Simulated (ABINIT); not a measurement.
The system is Nb.

```xyz
1
Lattice="-1.6640 1.6640 1.6640 1.6640 -1.6640 1.6640 1.6640 1.6640 -1.6640" Properties=species:S:1:pos:R:3 pbc="T T T"
Nb    0.0000    0.0000    0.0000
```

```yaml
Program: ABINIT 10.8.3 (patched build)
Task: relaxation of cell and atoms
Functional: LDA
Potentials_or_basis: PseudoDojo NC SR LDA v0.4.1 standard
Cutoff: 1116 eV
k_mesh: 8 × 8 × 8
Occupations: fermi-dirac, width 0.05 eV
Spin: no spin polarisation
```

At the start: pressure -11.7 GPa; volume 18.43 Å³/atom.

How do energy, volume and symmetry change on relaxing?

Over 5 steps the energy falls by 46.3 meV/atom and the volume is 17.23 Å³/atom (-6.5 %); space group Im-3m (No. 229, to 0.05 Å).

The path:
| step | energy change (eV) | largest force (eV/Å) | pressure (GPa) | volume (Å³) |
| --- | --- | --- | --- | --- |
| 1 | 0.0000 | 0.0000 | -11.71 | 18.43 |
| 2 | -0.0361 | 0.0000 | -5.84 | 17.78 |
| 3 | -0.0462 | 0.0000 | 0.50 | 17.19 |
| 4 | -0.0463 | 0.0000 | -0.02 | 17.23 |
| 5 | -0.0463 | 0.0000 | 0.00 | 17.23 |

Final structure:
```xyz
1
Lattice="-1.6270 1.6270 1.6270 1.6270 -1.6270 1.6270 1.6270 1.6270 -1.6270" Properties=species:S:1:pos:R:3 pbc="T T T"
Nb    0.0000    0.0000    0.0000
```
